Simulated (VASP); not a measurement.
# Zr (P6_3/mmc) in VASP: a series of runs

Aim: see how the results for Zr move with the level of theory and the settings. Levels: PBE+D3(BJ), PBE. Tasks: relaxation of shape and atoms at fixed volume, relaxation of cell and atoms.

Program: VASP 6.6.1. These are calculated values, not measurements. Logs are shortened: lines on timing, memory, paths and dates and some standing lists are left out, and cuts for length are marked.

## Step 1: The structure

Symmetry: P6_3/mmc, No. 194, hexagonal system. Conventional cell: a = 3.232 Å, b = 3.232 Å, c = 5.147 Å, α = 90.00°, β = 90.00°, γ = 120.00°. Zr (site symmetry -6m2) has 12 Zr at 3.18 to 3.23 Å as nearest neighbours.

## Step 2: Relaxation of shape and atoms at fixed volume, PBE+D3(BJ) (a relaxed cell with its volume scaled by 1.02)

File INCAR:

```
SYSTEM = Zr
PREC = Accurate ; ENCUT = 600
EDIFF = 1E-7 ; ISMEAR = 1
SIGMA = 0.1 ; LREAL = .FALSE.
LASPH = .TRUE. ; NELM = 80
ALGO = Normal ; ISIF = 4
LWAVE = .FALSE. ; LCHARG = .FALSE.
GGA = PE ; IVDW = 12
IBRION = 2 ; NSW = 40
EDIFFG = -0.01
```

File KPOINTS:

```
regular mesh
0
G
  15 15 7
  0 0 0
```

File POSCAR:

```
Zr                                      
1.0
    3.2064550421     -0.0000000000      0.0000000000
   -1.6032275211      2.7768715226     -0.0000000000
    0.0000000000      0.0000000000      5.1442962355
  Zr            
     2
Direct
     0.3333333332999970    0.6666666667000030    0.2500000000000000
     0.6666666667000030    0.3333333332999970    0.7500000000000000
```

Potentials or basis: VASP PAW PBE potentials, release 64 (Zr_sv).

The run is started by

```
$ cat potpaw_PBE.64/Zr_sv/POTCAR > POTCAR
$ mpirun -np 1 vasp_std > vasp.out
```

OUTCAR:

```text
SYSTEM = Zr
   PREC = Accurate
   ENCUT = 600
   EDIFF = 1E-7
   ISMEAR = 1
   LREAL = .FALSE.
   LASPH = .TRUE.
   NELM = 80
   ISIF = 4
   GGA = PE
   IVDW = 12
   IBRION = 2
   NSW = 40
   EDIFFG = -0.01
 IVDW          = 12

 ion  position               nearest neighbor table
   1  0.333  0.667  0.250-   2 3.17   2 3.17   2 3.17   2 3.17   2 3.17   2 3.17
   2  0.667  0.333  0.750-   1 3.17   1 3.17   1 3.17   1 3.17   1 3.17   1 3.17

  LATTYP: Found a hexagonal cell.
 ALAT       =     3.2064550421
 C/A-ratio  =     1.6043562651

  Lattice vectors:

 A1 = (   3.2064550421,   0.0000000000,   0.0000000000)
 A2 = (  -1.6032275211,   2.7768715226,   0.0000000000)
 A3 = (   0.0000000000,   0.0000000000,   5.1442962355)

Analysis of symmetry for initial positions (statically):
=====================================================================
 Subroutine PRICEL returns:
 Original cell was already a primitive cell.

 Routine SETGRP: Setting up the symmetry group for a
 hexagonal supercell.

 Subroutine GETGRP returns: Found 24 space group operations
 (whereof 12 operations were pure point group operations)
 out of a pool of 24 trial point group operations.

The static configuration has the point symmetry D_3d.
 The point group associated with its full space group is D_6h.

Analysis of symmetry for dynamics (positions and initial velocities):
=====================================================================
 Subroutine PRICEL returns:
 Original cell was already a primitive cell.

 Routine SETGRP: Setting up the symmetry group for a
 hexagonal supercell.

 Subroutine GETGRP returns: Found 24 space group operations
 (whereof 12 operations were pure point group operations)
 out of a pool of 24 trial point group operations.

The dynamic configuration has the point symmetry D_3d.
 The point group associated with its full space group is D_6h.

 Subroutine INISYM returns: Found 24 space group operations
[... 158 lines left out ...]
  --------------------------------------------------------------------------------------
  -------------------------------------------------------------------------------------
  Total      -0.52688    -0.52688    -0.57374     0.00000     0.00000    -0.00000
  in kB     -18.42949   -18.42949   -20.06857     0.00000     0.00000    -0.00000
  external pressure =      -18.98 kB  Pullay stress =        0.00 kB

 VOLUME and BASIS-vectors are now :
 -----------------------------------------------------------------------------
  energy-cutoff  :      600.00
  volume of cell :       45.80
      direct lattice vectors                 reciprocal lattice vectors
     3.206455042  0.000000000  0.000000000     0.311870894  0.180058745  0.000000000
    -1.603227521  2.776871523  0.000000000     0.000000000  0.360117489  0.000000000
     0.000000000  0.000000000  5.144296235     0.000000000  0.000000000  0.194390050

 POSITION                                       TOTAL-FORCE (eV/Angst)
 -----------------------------------------------------------------------------------
     -0.00000      1.85125      1.28607         0.000000      0.000000      0.000000
      1.60323      0.92562      3.85822        -0.000000     -0.000000      0.000000
 -----------------------------------------------------------------------------------
    total drift:                               -0.000000      0.000000     -0.000000

  FREE ENERGIE OF THE ION-ELECTRON SYSTEM (eV)
  ---------------------------------------------------
  free  energy   TOTEN  =       -18.1111444141 eV

  energy  without entropy=      -18.1116977370  energy(sigma->0) =      -18.11132886

--------------------------------------- Ionic step        2  -------------------------------------------

 number of electron      24.0000000 magnetization

 Free energy of the ion-electron system (eV)
  ---------------------------------------------------
  ext. energy  EPLUGINS =         0.00000000
  ---------------------------------------------------
  free energy    TOTEN  =       -17.03636482 eV

  energy without entropy =      -17.03694012  energy(sigma->0) =      -17.03655659

 E-fermi :   9.1903     XC(G=0): -11.1570

 val. band max:        9.1884969695   @ k =   0.2000   0.2000   0.4286
 cond. band min:       9.2054396105   @ k =   0.2000   0.1333   0.4286
 fundamental gap:      0.0169426410
 Fermi energy:         9.1902821089

 k-point     1 :       0.0000    0.0000    0.0000
  band No.  band energies     occupation
      1     -39.6283      2.00000
      2     -39.4667      2.00000
      3     -18.1751      2.00000
      4     -17.2590      2.00000
      5     -17.2590      2.00000
      6     -17.1277      2.00000
[... 433 lines left out ...]
      3     -17.9257      2.00000
      4     -17.7538      2.00000
      5     -17.6497      2.00000
      6     -17.6178      2.00000
[... 8 lines left out ...]
     15      10.8030     -0.00000
     16      13.4442      0.00000

 [... further k-points ...]

------------------------ aborting loop because EDIFF is reached ----------------------------------------

 Edisp (eV)   -1.07480

 E8    (eV) :    -0.5519

  FORCE on cell =-STRESS in cart. coord.  units (eV):
  Direction    XX          YY          ZZ          XY          YZ          ZX
  --------------------------------------------------------------------------------------
  -------------------------------------------------------------------------------------
  Total      -0.53738    -0.53738    -0.55141     0.00000    -0.00000     0.00000
  in kB     -18.79687   -18.79687   -19.28769     0.00000    -0.00000     0.00000
  external pressure =      -18.96 kB  Pullay stress =        0.00 kB

 VOLUME and BASIS-vectors are now :
 -----------------------------------------------------------------------------
  energy-cutoff  :      600.00
  volume of cell :       45.80
      direct lattice vectors                 reciprocal lattice vectors
     3.207663593  0.000000000 -0.000000000     0.311753390  0.179990904  0.000000000
    -1.603831797  2.777918159  0.000000000    -0.000000000  0.359981808 -0.000000000
    -0.000000000  0.000000000  5.140420534     0.000000000  0.000000000  0.194536613

 POSITION                                       TOTAL-FORCE (eV/Angst)
 -----------------------------------------------------------------------------------
     -0.00000      1.85195      1.28511         0.000000      0.000000      0.000000
      1.60383      0.92597      3.85532        -0.000000     -0.000000     -0.000000
 -----------------------------------------------------------------------------------
    total drift:                               -0.000000      0.000000     -0.000000

  FREE ENERGIE OF THE ION-ELECTRON SYSTEM (eV)
  ---------------------------------------------------
  free  energy   TOTEN  =       -18.1111671777 eV

  energy  without entropy=      -18.1117424699  energy(sigma->0) =      -18.11135894

 reached required accuracy - stopping structural energy minimisation
```

OSZICAR:

```text
N       E                     dE             d eps       ncg     rms          rms(c)
DAV:   1     0.238787721659E+03    0.23879E+03   -0.14631E+04  3456   0.165E+03
DAV:   2    -0.232808507572E+01   -0.24112E+03   -0.23894E+03  4368   0.439E+02
DAV:   3    -0.174191999483E+02   -0.15091E+02   -0.14978E+02  6576   0.838E+01
[... 12 lines left out ...]
DAV:   2    -0.170363960431E+02    0.10311E-03   -0.26854E-04  4096   0.132E-01    0.319E-02
DAV:   3    -0.170363645251E+02    0.31518E-04   -0.12597E-04  4712   0.822E-02    0.537E-03
DAV:   4    -0.170363646717E+02   -0.14663E-06   -0.20378E-06  3936   0.139E-02    0.254E-03
DAV:   5    -0.170363648315E+02   -0.15977E-06   -0.12550E-07  3064   0.342E-03    0.213E-04
DAV:   6    -0.170363648246E+02    0.68148E-08   -0.89371E-09  2208   0.924E-04
   2 F= -.18111167E+02 E0= -.18111359E+02  d E =-.227636E-04
```

Wall time 62 s (1 thread of Intel Xeon 6975P-C (Granite Rapids), shared host); peak memory 0.23 GiB.

Results:

```
Free energy                : -18.1112 eV
Energy gained by relaxing  : 0.0 meV/atom
Ionic steps                : 2
Pressure after relaxing    : -1.9 GPa
Band gap on the k mesh     : none (metal or under the smearing width)
Dispersion energy per atom : -0.537 eV
```

Final structure:
```cif
data_structure
_symmetry_space_group_name_H-M 'P 1'
_symmetry_Int_Tables_number 1
_cell_length_a 3.2077
_cell_length_b 3.2077
_cell_length_c 5.1404
_cell_angle_alpha 90.000
_cell_angle_beta 90.000
_cell_angle_gamma 120.000
_cell_volume 45.80
loop_
_atom_site_label
_atom_site_type_symbol
_atom_site_fract_x
_atom_site_fract_y
_atom_site_fract_z
_atom_site_occupancy
Zr1 Zr 0.33333 0.66667 0.25000 1
Zr2 Zr 0.66667 0.33333 0.75000 1
```

Levels at points of the mesh, in eV from the Fermi level:
| k point | band 9 | band 10 | band 11 | band 12 | band 13 | band 14 | band 15 | band 16 |
| --- | --- | --- | --- | --- | --- | --- | --- | --- |
| (0.00, 0.00, 0.00) | -5.70 | -3.09 | 0.86 | 0.86 | 0.95 | 1.17 | 1.56 | 1.56 |

Caveat: pairwise dispersion overbinds metals, which lowers pressure and volume.

## Step 3: Relaxation of shape and atoms at fixed volume, PBE+D3(BJ) (a relaxed cell with its volume scaled by 1.04)

INCAR is that of step 2.

KPOINTS is that of step 2.

File POSCAR:

```
Zr                                      
1.0
    3.2272767621     -0.0000000000      0.0000000000
   -1.6136383811      2.7949036611     -0.0000000000
    0.0000000000      0.0000000000      5.1777016926
  Zr            
     2
Direct
     0.3333333332999970    0.6666666667000030    0.2500000000000000
     0.6666666667000030    0.3333333332999970    0.7500000000000000
```

Potentials or basis: VASP PAW PBE potentials, release 64 (Zr_sv).

The run is started by

```
$ cat potpaw_PBE.64/Zr_sv/POTCAR > POTCAR
$ mpirun -np 1 vasp_std > vasp.out
```

It took 59 s on 1 thread of Intel Xeon 6975P-C (Granite Rapids), shared host; peak memory 0.24 GiB.

Results (log left out):

* Free energy: -18.0959 eV
* Energy gained by relaxing: 0.0 meV/atom
* Ionic steps: 2
* Pressure after relaxing: -3.6 GPa
* Band gap on the k mesh: none (metal or under the smearing width)
* Dispersion energy per atom: -0.527 eV

Stress tensor (GPa, compression positive):
```
-3.60  0.00  0.00
 0.00 -3.60  0.00
 0.00  0.00 -3.70
```

Final structure:
```xyz
2
Lattice="3.2296 0.0000 0.0000 -1.6148 2.7969 0.0000 0.0000 0.0000 5.1702" Properties=species:S:1:pos:R:3 pbc="T T T"
Zr    0.0000    1.8646    1.2925
Zr    1.6148    0.9323    3.8776
```

Levels at points of the mesh, in eV from the Fermi level:
```csv
k point,band 10,band 11,band 12,band 13,band 14,band 15
"(0.00, 0.00, 0.00)",-3.04,0.86,0.86,0.96,1.11,1.54
```

Caveat: pairwise dispersion overbinds metals, which lowers pressure and volume.

## Step 4: Relaxation of shape and atoms at fixed volume, PBE+D3(BJ) (a relaxed cell with its volume scaled by 1.06)

INCAR is that of step 3.

KPOINTS is that of step 3.

File POSCAR:

```
Zr                                      
1.0
    3.2478332193     -0.0000000000      0.0000000000
   -1.6239166097      2.8127060752     -0.0000000000
    0.0000000000      0.0000000000      5.2106815734
  Zr            
     2
Direct
     0.3333333332999970    0.6666666667000030    0.2500000000000000
     0.6666666667000030    0.3333333332999970    0.7500000000000000
```

The run is started by

```
$ cat potpaw_PBE.64/Zr_sv/POTCAR > POTCAR
$ mpirun -np 1 vasp_std > vasp.out
```

Wall time 78 s (1 thread of Intel Xeon 6975P-C (Granite Rapids), shared host); peak memory 0.24 GiB.

It converged, with:

```
Free energy                : -18.0713 eV
Energy gained by relaxing  : 0.1 meV/atom
Ionic steps                : 3
Pressure after relaxing    : -5.2 GPa
Band gap on the k mesh     : none (metal or under the smearing width)
Dispersion energy per atom : -0.516 eV
```

Step by step:
```
step  energy change (eV)  largest force (eV/Å)  pressure (GPa)
   1              0.0000                0.0000           -5.24
   2             -0.0002                0.0000           -5.23
   3             -0.0002                0.0000           -5.23
```

Final structure:
```yaml
crystal:
  lattice:
    - [3.25267, 0.00000, 0.00000]
    - [-1.62633, 2.81689, 0.00000]
    - [0.00000, 0.00000, 5.19520]
  atoms:
    - { symbol: Zr, position: [0.33333, 0.66667, 0.25000] }
    - { symbol: Zr, position: [0.66667, 0.33333, 0.75000] }
```

Levels at points of the mesh, in eV from the Fermi level:
```tsv
k point	band 10	band 11	band 12	band 13	band 14	band 15
(0.00, 0.00, 0.00)	-2.99	0.85	0.85	0.97	1.06	1.52
```

Caveat: pairwise dispersion overbinds metals, which lowers pressure and volume.

## Step 5: Relaxation of cell and atoms, PBE

File INCAR:

```
SYSTEM = Zr
ALGO     = Normal         ! electronic algorithm
EDIFF    = 1E-6           ! SCF threshold, eV
EDIFFG   = -0.01          ! ionic threshold
ENCUT    = 300            ! plane-wave cutoff, eV
GGA      = PE             ! functional
IBRION   = 2              ! ionic algorithm
ISIF     = 3              ! what is computed and relaxed
ISMEAR   = 1              ! smearing method
LASPH    = .TRUE.         ! aspherical terms in the spheres
LCHARG   = .FALSE.        ! write CHGCAR
LREAL    = .FALSE.        ! projectors in reciprocal space
LWAVE    = .FALSE.        ! write WAVECAR
NELM     = 80             ! most SCF steps
NSW      = 90             ! ionic steps
PREC     = Accurate       ! precision mode
SIGMA    = 0.1            ! smearing width, eV
```

File KPOINTS:

```
k-points
0
G
  8 8 4
  0 0 0
```

File POSCAR:

```
Zr
1.0
    3.2320000000      0.0000000000      0.0000000000
   -1.6160000000      2.7989941050      0.0000000000
    0.0000000000      0.0000000000      5.1470000000
Zr
2
Direct
    0.3333333333      0.6666666667      0.2500000000
    0.6666666667      0.3333333333      0.7500000000
```

Potentials or basis: VASP PAW PBE potentials, release 64 (Zr_sv).

The run is started by

```
$ cat potpaw_PBE.64/Zr_sv/POTCAR > POTCAR
$ mpirun -np 1 vasp_std > vasp.out
```

OUTCAR:

```text
SYSTEM = Zr
   EDIFF = 1E-6
   EDIFFG = -0.01
   ENCUT = 300
   GGA = PE
   IBRION = 2
   ISIF = 3
   ISMEAR = 1
   LASPH = .TRUE.
   LREAL = .FALSE.
   NELM = 80
   NSW = 90
   PREC = Accurate

 ion  position               nearest neighbor table
   1  0.333  0.667  0.250-   2 3.18   2 3.18   2 3.18   2 3.18   2 3.18   2 3.18
   2  0.667  0.333  0.750-   1 3.18   1 3.18   1 3.18   1 3.18   1 3.18   1 3.18

  LATTYP: Found a hexagonal cell.
 ALAT       =     3.2320000000
 C/A-ratio  =     1.5925123762

  Lattice vectors:

 A1 = (   3.2320000000,   0.0000000000,   0.0000000000)
 A2 = (  -1.6160000000,   2.7989941050,   0.0000000000)
 A3 = (   0.0000000000,   0.0000000000,   5.1470000000)

Analysis of symmetry for initial positions (statically):
=====================================================================
 Subroutine PRICEL returns:
[... 253 lines left out ...]
  ---------------------------------------------------
  free energy    TOTEN  =       -17.03417627 eV

  energy without entropy =      -17.03631681  energy(sigma->0) =      -17.03488978

 E-fermi :   9.0364     XC(G=0): -11.0750

 val. band max:        9.0270291675   @ k =   0.3750   0.2500   0.2500
 cond. band min:       9.1018774503   @ k =   0.1250  -0.0000   0.0000
 fundamental gap:      0.0748482828
 Fermi energy:         9.0364403343

 k-point     1 :       0.0000    0.0000    0.0000
  band No.  band energies     occupation
      1     -39.8562      2.00000
      2     -39.7027      2.00000
      3     -18.3876      2.00000
      4     -17.5249      2.00000
      5     -17.5249      2.00000
      6     -17.3896      2.00000
[... 433 lines left out ...]
      3     -18.2037      2.00000
      4     -18.2037      2.00000
      5     -17.6345      2.00000
      6     -17.6345      2.00000
[... 8 lines left out ...]
     15      11.1396      0.00000
     16      11.1396      0.00000

 [... further k-points ...]
[... 5 lines left out ...]
  --------------------------------------------------------------------------------------
  -------------------------------------------------------------------------------------
  Total       -0.0052209     -0.0052209      0.0060678      0.0000000     -0.0000000      0.0000000
  in kB       -0.1793221     -0.1793221      0.2084122      0.0000000     -0.0000000      0.0000000
  external PRESSURE =      -0.0500773 kB  Pullay stress =       0.0000000 kB
[... 17 lines left out ...]
  FREE ENERGIE OF THE ION-ELECTRON SYSTEM (eV)
  ---------------------------------------------------
  free  energy   TOTEN  =       -17.0341762722 eV

  energy  without entropy=      -17.0363168066  energy(sigma->0) =      -17.03488978

 reached required accuracy - stopping structural energy minimisation
```

OSZICAR:

```text
N       E                     dE             d eps       ncg     rms          rms(c)
DAV:   1     0.148234598930E+03    0.14823E+03   -0.10569E+04   976   0.100E+03
DAV:   2    -0.651443170606E+01   -0.15475E+03   -0.15327E+03  1216   0.324E+02
DAV:   3    -0.176500637431E+02   -0.11136E+02   -0.11062E+02  1840   0.589E+01
[... 23 lines left out ...]
DAV:   3    -0.170341325209E+02    0.13083E-03   -0.74391E-04  1392   0.208E-01    0.463E-02
DAV:   4    -0.170341572998E+02   -0.24779E-04   -0.58688E-05  1208   0.356E-02    0.187E-02
DAV:   5    -0.170341726774E+02   -0.15378E-04   -0.43904E-05  1432   0.354E-02    0.857E-03
DAV:   6    -0.170341759802E+02   -0.33028E-05   -0.19593E-06   760   0.109E-02    0.260E-03
DAV:   7    -0.170341762722E+02   -0.29195E-06   -0.15277E-07   536   0.378E-03
   3 F= -.17034176E+02 E0= -.17034890E+02  d E =-.471654E-04
```

CONTCAR:

```text
Zr
   1.00000000000000
     3.2336485589793362    0.0000000000000000    0.0000000000000000
    -1.6168242794896681    2.8004217989556937    0.0000000000000000
     0.0000000000000000    0.0000000000000000    5.1511337716682739
  Zr
     2
Direct
     0.3333333332999970    0.6666666667000030    0.2500000000000000
     0.6666666667000030    0.3333333332999970    0.7500000000000000

  0.00000000E+00  0.00000000E+00  0.00000000E+00
  0.00000000E+00  0.00000000E+00  0.00000000E+00
```

Wall time 19 s (1 thread of Intel Xeon Platinum 8488C (Sapphire Rapids), shared host); peak memory 0.12 GiB.

What came out:

```yaml
Free_energy: -17.0342 eV
Relaxed_volume: 23.32 Å³/atom
Relaxed_cell: a = 3.234 Å, b = 3.234 Å, c = 5.151 Å, α = 90.00°, β = 90.00°, γ = 120.00°
Space_group_after_relaxing_to_0.05_Å: P6_3/mmc (No. 194)
Energy_gained_by_relaxing: 0.0 meV/atom
Ionic_steps: 3
Pressure_after_relaxing: 0.0 GPa
Band_gap_on_the_k_mesh: none (metal or under the smearing width)
```

Final structure:
```yaml
crystal:
  lattice:
    - [3.23365, 0.00000, 0.00000]
    - [-1.61682, 2.80042, 0.00000]
    - [0.00000, 0.00000, 5.15113]
  atoms:
    - { symbol: Zr, position: [0.33333, 0.66667, 0.25000] }
    - { symbol: Zr, position: [0.66667, 0.33333, 0.75000] }
```

## Step 6: The runs side by side

```csv
task,level,cell,k mesh,cutoff (eV),gap on the mesh (eV),pressure (GPa)
relaxation of shape and atoms at fixed volume,PBE+D3(BJ),atoms relaxed at fixed volume from: a relaxed cell with its volume scaled by 1.02,15 × 15 × 7,600,none,-1.9
relaxation of shape and atoms at fixed volume,PBE+D3(BJ),atoms relaxed at fixed volume from: a relaxed cell with its volume scaled by 1.04,15 × 15 × 7,600,none,-3.6
relaxation of shape and atoms at fixed volume,PBE+D3(BJ),atoms relaxed at fixed volume from: a relaxed cell with its volume scaled by 1.06,15 × 15 × 7,600,none,-5.2
relaxation of cell and atoms,PBE,relaxed,8 × 8 × 4,300,none,0.0
```

Alike in all rows: potentials or basis VASP PAW PBE potentials, release 64 (Zr_sv); no spin polarisation; smearing methfessel-paxton 0.1 eV.

Caveats: pairwise dispersion overbinds metals, which lowers pressure and volume (some runs).

Total energies depend on the potentials used, so only differences within one code and one set of settings carry meaning.
